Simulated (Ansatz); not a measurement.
# MgO: energy along a strain

MgO, Fm-3m, a = 4.270 Å (as given, not relaxed at this level: -1.7 GPa). Ansatz: PBE, PAW, 420 eV, Γ-centred 10×10×10 mesh on 2 atoms, Gaussian smearing 0.05 eV; no spin polarisation. Cell vectors (Å): 0.000 2.135 2.135; 2.135 0.000 2.135; 2.135 2.135 0.000. The cell is strained by x per cent times the pattern (0 0 0 0 0 1) in the order xx yy zz yz xz xy (engineering shears), with fractional coordinates held. y is the free energy over the start, V0 = 9.734 Å³/atom. Symmetry makes y even in x. Points with a strain past 8.5 % were computed too (2) and aren't used here.

```tsv
x (%)	y (meV/atom)
-5.00	10.53
0.00	0.00
1.25	0.64
2.50	?
3.75	5.91
6.25	16.49
7.50	23.78
```

Problem. Fit y = c2 x² + c4 x⁴ to the other rows, get the stiffness along the pattern, and predict the missing energy.

Solution. Least squares on the rows shown. y = 0.41996 x² + 5.0784×10⁻⁵ x⁴. The clamped-ion stiffness p·C·p = 2 × 4.200 eV × 160.2 / 9.734 Å³ = 138 GPa, which is C66 in these axes (C44 of the cubic crystal) (second derivative at the start, which stands under stress). At x = 2.50 the fit asked for gives 2.63 meV/atom. The run gave 2.63 meV/atom, the same to the digits shown.

The shear response is almost purely harmonic: the quadratic term carries nearly all the energy even at 7.50 %. The match at 2.50 % therefore confirms the curvature but barely tests the quartic coefficient, which rests on small differences at the largest strains.

In rocksalt this shear changes the angles between Mg–O bonds along the cube axes, while their lengths change only at second order. Resistance thus comes largely from the Madelung energy of the ionic lattice and from interactions between like ions, whose distances along the face diagonals change at first order, rather than from direct compression of Mg–O contacts. Every ion also remains an inversion centre under homogeneous strain, so no internal displacement is driven and the clamped-ion value of 138 GPa is also the relaxed-ion one.

It lies below the measured C44 of MgO, probably because the lattice is expanded relative to experiment, which weakens the interionic forces. A single shear constant doesn't establish the elastic anisotropy or full mechanical stability.
